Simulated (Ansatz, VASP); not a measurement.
One calculation of CdSe, two programs

The input INCAR:

```
SYSTEM = CdSe
ALGO = Normal
EDIFF = 1E-6
ENCUT = 520
GGA = PS
ISIF = 2
ISMEAR = -1
LASPH = .TRUE.
LCHARG = .TRUE.
LELF = .TRUE.
LREAL = .FALSE.
LVHAR = .TRUE.
LWAVE = .FALSE.
NBANDS = 16
NELM = 100
PREC = Accurate
SIGMA = 0.05
```

File KPOINTS:

```
k-points
0
G
  8 8 8
  0 0 0
```

POSCAR

```
CdSe
1.0
    0.0000000000      2.8351159683      2.8351159683
    2.8351159683      0.0000000000      2.8351159683
    2.8351159683      2.8351159683      0.0000000000
Cd Se
1 1
Direct
    0.0000000000      0.0000000000      0.0000000000
    0.5000000000      0.5000000000      0.5000000000
```

Contents of input.yaml:

```yaml
crystal:
  lattice:
    - [0.0, 2.8351159683, 2.8351159683]
    - [2.8351159683, 0.0, 2.8351159683]
    - [2.8351159683, 2.8351159683, 0.0]
  atoms:
    - { symbol: Cd, position: [0.0, 0.0, 0.0] }
    - { symbol: Se, position: [0.5, 0.5, 0.5] }
kpoints:
  mp_grid: { grid: [8, 8, 8] }
scf:
  occupations: { method: fermi_dirac, width: 0.05 }
hamiltonian:
  xc: pbesol
  pseudopotentials: { kind: all_electron, lapw: { basis_error: 0.001 } }
output:
  forces: true
  stress: true
  eigenvalues: true
```

Change from the starting cell: volume scaled by 0.96.

Alike in both runs: task single point; functional PBEsol; k mesh 8 × 8 × 8; occupations fermi-dirac, width 0.05 eV; no spin polarisation.

|  | VASP | Ansatz |
| --- | --- | --- |
| version | VASP 6.6.1 | Ansatz 0.2.0 |
| potentials or method | VASP PAW PBE potentials, release 64 (Cd, Se) | all-electron LAPW, scalar-relativistic |
| plane-wave cutoff (eV) | 520 | see its input |

Ansatz gave:

* gap on the k mesh at the Fermi level (eV): none
* pressure (GPa): -1.5

Q: Which values does VASP return?

A: gap on the k mesh at the Fermi level (eV): none; pressure (GPa): -1.1.

A gap of «none» marks a metal or a gap that the smearing closes. Ansatz ran all-electron here, so the differences hold the error of VASP's frozen core and of both bases.

Caveats: the PAW data sets were made with another functional, which shifts forces and pressure a little (VASP).
